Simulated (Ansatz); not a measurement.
Debugging an equation of state with a fit of Cu, space group P6_3/mmc (the Ansatz DFT code, driven from Python).

Script `cu.py`:
```python
# -*- coding: utf-8 -*-
"""Equation of state of Cu."""

import ansatz as az
import numpy as np
from scipy.optimize import curve_fit

VECTORS = np.array([
    [2.53409667, 0.0, 0.0],
    [-1.26704833, 2.19459209, 0.0],
    [0.0, 0.0, 4.112571],
])
SITES = [
    ("Cu", (1 / 3, 2 / 3, 0.25)),
    ("Cu", (2 / 3, 1 / 3, 0.75)),
]


def crystal_on(cell):
    crystal = az.Crystal(lattice=az.Lattice.of(cell))
    for symbol, position in SITES:
        crystal = crystal.atom(symbol, position)
    return crystal

def vinet(v, e0, v0, b0, b1):
    eta = (v / v0) ** (1 / 3)
    return e0 + 2 * b0 * v0 / (b1 - 1) ** 2 * (2 - (5 + 3 * b1 * (eta - 1) - 3 * eta) * np.exp(-1.5 * (b1 - 1) * (eta - 1)))

# uniform scaling of the cell
volumes, energies, pressures = [], [], []
for scale in np.linspace(0.92, 1.08, 7):
    cell = VECTORS * scale ** (1 / 3)
    setup = (
        crystal_on(cell).calculation()
        .functional(az.Functional.PBESOL)
        .occupations(az.OccupationsMethod.FERMI_DIRAC, width=0.15)
        .basis(40 * az.bohr)
        .kpoints(10, 10, 6)
        .stress()
    )
    summary = setup.run(threads=1, backend="cpu").report
    volumes.append(abs(np.linalg.det(cell)) / len(SITES))
    energies.append(summary["free_energy_ev"] / len(SITES))
    pressures.append(np.trace(summary["stress_gpa"]) / 3)
    print(f"V = {volumes[-1]:8.4f} A^3/atom  F = {energies[-1]:.5f} eV/atom  P = {pressures[-1]:8.3f} GPa")

guess = (min(energies), volumes[int(np.argmin(energies))], 0.5, 4.5)
(e0, v0, b0, b1), _ = curve_fit(vinet, np.array(volumes), np.array(energies), p0=guess, maxfev=20000)
print(f"Vinet fit: V0 = {v0:.4f} A^3/atom, B0 = {160.21766 * b0:.1f} GPa, B1 = {b1:.2f}")
print("largest residual", round(1000 * float(np.abs(vinet(np.array(volumes), e0, v0, b0, b1) - energies).max()), 3), "meV/atom")
```

```console
$ python cu.py
Traceback (most recent call last):
  File "cu.py", line 37, in <module>
    .basis(40 * az.bohr)
     ~~~~~^^^^^^^^^^^^^^
  ...
ansatz.errors.InputError: .basis: cutoff is an energy (a number in eV, or e.g. 30 * az.Ry), got a length: Length(angstrom=21.167088436119997)
```
(Library frames cut from the traceback.)

What is wrong, and how is it mended?

The fault: the cutoff is given as a length, not an energy. The change:

`cu.py`
```python
# -*- coding: utf-8 -*-
"""Equation of state of Cu."""

import ansatz as az
import numpy as np
from scipy.optimize import curve_fit

VECTORS = np.array([
    [2.53409667, 0.0, 0.0],
    [-1.26704833, 2.19459209, 0.0],
    [0.0, 0.0, 4.112571],
])
SITES = [
    ("Cu", (1 / 3, 2 / 3, 0.25)),
    ("Cu", (2 / 3, 1 / 3, 0.75)),
]


def crystal_on(cell):
    crystal = az.Crystal(lattice=az.Lattice.of(cell))
    for symbol, position in SITES:
        crystal = crystal.atom(symbol, position)
    return crystal

def vinet(v, e0, v0, b0, b1):
    eta = (v / v0) ** (1 / 3)
    return e0 + 2 * b0 * v0 / (b1 - 1) ** 2 * (2 - (5 + 3 * b1 * (eta - 1) - 3 * eta) * np.exp(-1.5 * (b1 - 1) * (eta - 1)))

# uniform scaling of the cell
volumes, energies, pressures = [], [], []
for scale in np.linspace(0.92, 1.08, 7):
    cell = VECTORS * scale ** (1 / 3)
    setup = (
        crystal_on(cell).calculation()
        .functional(az.Functional.PBESOL)
        .occupations(az.OccupationsMethod.FERMI_DIRAC, width=0.15)
        .basis(470)
        .kpoints(10, 10, 6)
        .stress()
    )
    summary = setup.run(threads=1, backend="cpu").report
    volumes.append(abs(np.linalg.det(cell)) / len(SITES))
    energies.append(summary["free_energy_ev"] / len(SITES))
    pressures.append(np.trace(summary["stress_gpa"]) / 3)
    print(f"V = {volumes[-1]:8.4f} A^3/atom  F = {energies[-1]:.5f} eV/atom  P = {pressures[-1]:8.3f} GPa")

guess = (min(energies), volumes[int(np.argmin(energies))], 0.5, 4.5)
(e0, v0, b0, b1), _ = curve_fit(vinet, np.array(volumes), np.array(energies), p0=guess, maxfev=20000)
print(f"Vinet fit: V0 = {v0:.4f} A^3/atom, B0 = {160.21766 * b0:.1f} GPa, B1 = {b1:.2f}")
print("largest residual", round(1000 * float(np.abs(vinet(np.array(volumes), e0, v0, b0, b1) - energies).max()), 3), "meV/atom")
```

After the fix:

```console
$ python cu.py
V =  10.5208 A^3/atom  F = -6588.73675 eV/atom  P =   15.003 GPa
V =  10.8257 A^3/atom  F = -6588.75909 eV/atom  P =    8.639 GPa
V =  11.1307 A^3/atom  F = -6588.77024 eV/atom  P =    3.226 GPa
V =  11.4356 A^3/atom  F = -6588.77189 eV/atom  P =   -1.378 GPa
V =  11.7406 A^3/atom  F = -6588.76544 eV/atom  P =   -5.294 GPa
V =  12.0455 A^3/atom  F = -6588.75212 eV/atom  P =   -8.619 GPa
V =  12.3505 A^3/atom  F = -6588.73295 eV/atom  P =  -11.440 GPa
Vinet fit: V0 = 11.3393 A^3/atom, B0 = 166.1 GPa, B1 = 5.01
largest residual 0.009 meV/atom
```

Caveats:
- Total energies depend on the potentials; only differences at equal settings carry meaning.
- Shape and fractional positions are held along the curve, so the bulk modulus is an upper value where they are free to relax.
- The mesh is modest for a metal, so energies can be off by several to tens of meV an atom and pressures by half a GPa or more; differences at equal mesh fare better.
- The smearing is wide enough that free energy and stress hold a thermal part of the electrons.
- Pressure is positive in compression.
- This isn't the structure that Cu takes at ambient conditions.
- Cost: about 7 core-seconds.

(A comment or docstring line of the script was reworded after the run, the code is as it ran; lines on the test bed's own set-up are left out of the output.)
